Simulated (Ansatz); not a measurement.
# Re (Re, omega (AlB2-type)): the cost of one run

Method: DFT RPBE, plane waves (420 eV) with PAW, scalar-relativistic; PBE-made PAW files, in Ansatz 0.2.0.

## 1. The starting structure

The structure is hexagonal, space group P6/mmm (No. 191). The conventional cell has a = 4.365 Å, b = 4.365 Å, c = 2.676 Å, α = 90.00°, β = 90.00°, γ = 120.00°. Around Re (site symmetry 6/mmm) lie 14 Re at 2.68 to 2.85 Å. Re (site symmetry -6m2) has 11 Re at 2.52 to 2.85 Å as nearest neighbours.

Coordinates:

```
CELL_PARAMETERS angstrom
4.36469 0.00000 0.00000
-2.18234 3.77993 0.00000
0.00000 0.00000 2.67555
ATOMIC_POSITIONS crystal
Re 0.00000 0.00000 0.00000
Re 0.33333 0.66667 0.50000
Re 0.66667 0.33333 0.50000
```

## 2. Relaxation of the cell

The input, input.yaml:

```yaml
crystal:
  lattice:
    - [4.3646887072, 0.0, 0.0]
    - [-2.1823443536, 3.7799313, 0.0]
    - [0.0, 0.0, 2.6755541775]
  atoms:
    - { symbol: Re, position: [0.0, 0.0, 0.0] }
    - { symbol: Re, position: [0.3333333333, 0.6666666667, 0.5] }
    - { symbol: Re, position: [0.6666666667, 0.3333333333, 0.5] }
hamiltonian:
  xc: rpbe
  pseudopotentials:
    kind: paw
    azcp:
      Re: "pseudopotentials/Re.paw.azcp"
basis:
  ecutwfc: 420
  fft_grid_basis: typed
kpoints:
  mp_grid: { grid: [8, 8, 12], shift: [0, 0, 0] }
magnetization:
  spin_polarized: false
scf:
  occupations: { method: fermi_dirac, width: 0.1 }
relax:
  max_steps: 60
  f_tol: 0.01
  cell: {}
```

Command:

```console
$ ansatz run input.yaml --threads 2 --pin off --max-ram 5120MiB --backend cpu --events-out ev --progress --plain --runs-dir out
```

Q: Estimate wall time and peak memory on 2 threads of Intel Xeon Platinum 8559C (Emerald Rapids), shared host.

About 12 s, with a peak of 0.5 GiB.
